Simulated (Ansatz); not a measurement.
Zone-centre phonons of MgO at 20 GPa: input and output

Theory: DFT PBE, scalar-relativistic, plane waves, PAW (Ansatz).

Launched with:
```bash
ansatz run input.yaml --threads 1 --pin off --max-ram 3072MiB --backend cpu --events-out ev --progress --plain --runs-dir out
```

Input (bare energies are in eV):
```yaml
crystal:
  lattice:
    - [0.0, 2.0519905552, 2.0519905552]
    - [2.0519905552, 0.0, 2.0519905552]
    - [2.0519905552, 2.0519905552, 0.0]
  atoms:
    - { symbol: Mg, position: [0.0, 0.0, 0.0] }
    - { symbol: O, position: [0.5, 0.5, 0.5] }
basis:
  ecutwfc: 420
kpoints:
  mp_grid: { grid: [10, 10, 10] }
hamiltonian:
  xc: pbe
scf:
  occupations: { method: fixed }
output:
  eigenvalues: true
phonons:
  method: dfpt
  dielectric: true
  rigid_motions: translations
  eigenvectors: true
```

The end of the output:
```
--- Phonons (Γ-DFPT): 2 representative perturbations + reference, on 102 of 1000 k-points (Σ response iterations 7) ---
  k mesh reduced under 8 symmetry operations, with k and −k counted as one. Each operation leaves every solved perturbation unchanged. A smaller set is not considered because the run solves the response ...
  ASR residual: 1.832e-4 → 0.000e0 eV/Å²; symmetrization residual: 1.303e-6 eV/Å²
  ASR residual per site (eV/Å²): 1.83e-4 1.18e-4
  Γ frequencies (cm⁻¹): 0.00 0.00 0.00 465.95 465.95 465.95
  ε∞ (high-frequency dielectric tensor):
        3.122231    -0.000000     0.000000
       -0.000000     3.122231    -0.000000
        0.000000    -0.000000     3.122231
  ε⁰ (static dielectric tensor: ions relaxed, cell fixed):
        8.307105    -0.000000     0.000000
        0.000000     8.307105     0.000000
       -0.000000     0.000000     8.307105
  ε⁰ − ε∞ (ionic part):
        5.184874     0.000000    -0.000000
        0.000000     5.184874     0.000000
       -0.000000     0.000000     5.184874
  softest optical mode at Γ: 465.95 cm⁻¹; the repairs (sum rule, projections) moved no ω² at Γ by more than (1.48 cm⁻¹)²
  Born effective charges Z* (e; rows j = field, columns β = displacement):
    site 0:
         1.95297    0.00000   -0.00000
         0.00000    1.95297    0.00000
         0.00000   -0.00000    1.95297
    site 1:
        -1.95297   -0.00000    0.00000
        -0.00000   -1.95297   -0.00000
         0.00000    0.00000   -1.95297
  Z* charge neutrality: 2.089e-5 e pre-enforcement
  k-mesh period / interband length: 29.0 Å / 1.30 Å = 22.34 at k = (0.0000, 0.0000, 0.0000), direct gap 5.538 eV — 14 or more, which is no proof of convergence
  optical modes at Γ without the LO–TO term, one row a degenerate level:
      ω (cm⁻¹) modes IR ((D/Å)²/amu)
        465.95      3            27.3610
  optical modes at Γ + LO–TO along q̂ = [1.0000, 0.0000, 0.0000]:
      ω (cm⁻¹) modes IR ((D/Å)²/amu)
        465.95      2            18.2407
        760.03      1             9.1203
  optical modes at Γ + LO–TO along q̂ = [0.0000, 1.0000, 0.0000]:
      ω (cm⁻¹) modes IR ((D/Å)²/amu)
        465.95      2            18.2407
        760.03      1             9.1203
  optical modes at Γ + LO–TO along q̂ = [0.0000, 0.0000, 1.0000]:
      ω (cm⁻¹) modes IR ((D/Å)²/amu)
        465.95      2            18.2407
        760.03      1             9.1203
```

Time: 9.2 s on 1 thread of Arm Neoverse V1, on a shared host, peak memory 0.34 GiB.